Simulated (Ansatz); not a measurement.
**Barrier of one jump, S in ZnS**

The calculation used Ansatz 0.2.0, DFT PBE, scalar-relativistic, plane waves, PAW. Run with 420 eV cutoff, 2×2×2 k-mesh, Gaussian smearing of 0.02 eV, no spin polarisation.

In a supercell of 12 host sites, interstitial S hops to an equivalent place, moving 3.15 Å between the relaxed ends. Climbing-image nudged elastic band at fixed cell with images 0 (start) to 6 (end), the path measured over all atoms, converged to 0.05 eV/Å; the order of the saddle wasn't checked, and the small cell leaves errors of about a tenth of an eV.

Command:

```bash
ansatz run input.yaml --threads 4 --pin off --max-ram 8192MiB --backend cpu --events-out ev --progress --plain --runs-dir out
```

Input:

```yaml
crystal:
  lattice:
    - [0.0, 0.0, 6.3046430652]
    - [-1.0e-10, -6.658119241, 0.0]
    - [5.7661004042, 3.3290596205, 0.0]
  atoms:
    - { symbol: Zn, position: [-0.0022280689, 0.3259754197, 0.3255903256] }
    - { symbol: Zn, position: [-0.0016797955, 0.6748982238, 1.0002684639] }
    - { symbol: Zn, position: [-0.0019654808, 1.000660637, 0.6747538309] }
    - { symbol: Zn, position: [0.5022864293, 0.6833431312, 0.6836845203] }
    - { symbol: Zn, position: [0.5022131431, 0.9995137894, 0.3161934883] }
    - { symbol: Zn, position: [0.5022555625, 0.3162338036, 0.9998590612] }
    - { symbol: S, position: [0.3886861249, 0.3565125866, 0.35672572] }
    - { symbol: S, position: [0.3882047689, 0.642814959, 0.99988022] }
    - { symbol: S, position: [0.3885319512, 0.9996673827, 0.6430924419] }
    - { symbol: S, position: [0.8653046433, 0.6489118154, 0.6487008196] }
    - { symbol: S, position: [0.8651627459, 1.0003326173, 0.3517721178] }
    - { symbol: S, position: [0.8650640515, 0.3522476549, 1.00011978] }
    - { symbol: S, position: [0.1706736554, 0.0006615303, 0.0002857598] }
basis:
  ecutwfc: 420
  xc_grid: 2
kpoints:
  mp_grid: { grid: [2, 2, 2], shift: [0.0, 0.0, 0.0] }
hamiltonian:
  xc: pbe
scf:
  occupations: { method: gaussian, width: 0.02 }
output:
  forces: true
neb:
  images: 5
  f_tol: 0.05
  max_iterations: 70
  order_check: false
  final_atoms:
    - { symbol: Zn, position: [0.0022131431, 0.3161934883, 0.316679699] }
    - { symbol: Zn, position: [0.0022864293, 0.6836845203, 1.0003413891] }
    - { symbol: Zn, position: [0.0022555625, 0.9998590612, 0.6836252575] }
    - { symbol: Zn, position: [0.4980345192, 0.6747538309, 0.674093194] }
    - { symbol: Zn, position: [0.4983202045, 1.0002684639, 0.3253702401] }
    - { symbol: Zn, position: [0.4977719311, 0.3255903256, 0.9996149059] }
    - { symbol: S, position: [0.3651627459, 0.3517721178, 0.3514395005] }
    - { symbol: S, position: [0.3653046433, 0.6487008196, 0.9997890042] }
    - { symbol: S, position: [0.3650640515, 1.00011978, 0.6478721251] }
    - { symbol: S, position: [0.8885319512, 0.6430924419, 0.6434250592] }
    - { symbol: S, position: [0.8882047689, 0.99988022, 0.357065261] }
    - { symbol: S, position: [0.8886861249, 0.35672572, 1.0002131335] }
    - { symbol: S, position: [-0.3293263446, 0.0002857598, -0.0003757706] }
```

Course of the band:

| iteration | largest band force (eV/Å) | climbing image | energies over image 0 (eV) |
| --- | --- | --- | --- |
| 1 | 2.343 | none | 0.000 0.455 1.095 1.284 0.992 0.396 0.000 |
| 2 | 1.222 | none | 0.000 0.261 0.524 0.451 0.221 0.062 0.000 |
| 3 | 0.246 | 2 | 0.000 0.240 0.367 0.160 -0.045 -0.023 0.000 |
| 4 | 0.157 | 2 | 0.000 0.185 0.375 0.184 -0.041 -0.047 0.000 |
| 5 | 0.072 | 2 | 0.000 0.158 0.374 0.186 -0.045 -0.054 0.000 |
| 6 | 0.146 | 2 | 0.000 0.158 0.374 0.185 -0.046 -0.054 0.000 |
| 7 | 0.216 | 2 | 0.000 0.157 0.374 0.184 -0.048 -0.054 0.000 |
| 8 | 0.390 | 2 | 0.000 0.157 0.374 0.180 -0.053 -0.053 0.000 |
| 9 | 0.717 | 2 | 0.000 0.156 0.374 0.172 -0.071 -0.054 0.000 |
| 10 | 0.749 | 2 | 0.000 0.156 0.374 0.144 -0.125 -0.056 0.000 |
| 16 | 0.876 | 2 | 0.000 0.063 0.230 -1.134 -1.538 -0.134 0.000 |
| 17 | 0.591 | 2 | 0.000 0.061 0.190 -1.229 -1.644 -0.209 0.000 |
| 18 | 0.817 | 2 | 0.000 0.053 0.168 -1.293 -1.739 -0.316 0.000 |
| 19 | 0.925 | 2 | 0.000 0.039 0.169 -1.274 -1.803 -0.447 0.000 |
| 20 | 0.744 | 2 | 0.000 0.034 0.166 -1.258 -1.845 -0.673 0.000 |
| 21 | 0.435 | 2 | 0.000 0.034 0.165 -1.271 -1.861 -0.812 0.000 |
| 22 | 0.176 | 2 | 0.000 0.032 0.164 -1.289 -1.868 -0.884 0.000 |
| 23 | 0.115 | 2 | 0.000 0.031 0.164 -1.291 -1.869 -0.902 0.000 |
| 24 | 0.062 | 2 | 0.000 0.031 0.164 -1.304 -1.870 -0.921 0.000 |
| 25 | 0.026 | 2 | 0.000 0.031 0.164 -1.305 -1.870 -0.929 0.000 |

Final band:

```
image path (Å) E − E(0) (eV) S x (Å) S y (Å) S z (Å) force on S (eV/Å)
    0      0.00          0.000    0.002   -0.003    1.076               0.01
    1      0.43          0.031    0.000    0.002    0.861               0.17
    2      0.86          0.164    0.000   -0.184    0.620               0.01
    3      1.96         -1.305   -0.026   -0.886    0.111               1.08
    4      3.06         -1.870   -0.074   -0.887   -0.755               0.05
    5      4.15         -0.929   -0.254   -0.509   -1.432               1.44
    6      5.25          0.000   -0.002   -0.003   -2.076               0.01
```

Barrier 0.16 eV. An image lies below the start, so the start isn't the lowest place along this path. Time: 3 min on 4 threads of Intel(R) Xeon(R) 6975P-C (Granite Rapids) (shared host), peak memory 1.4 GiB.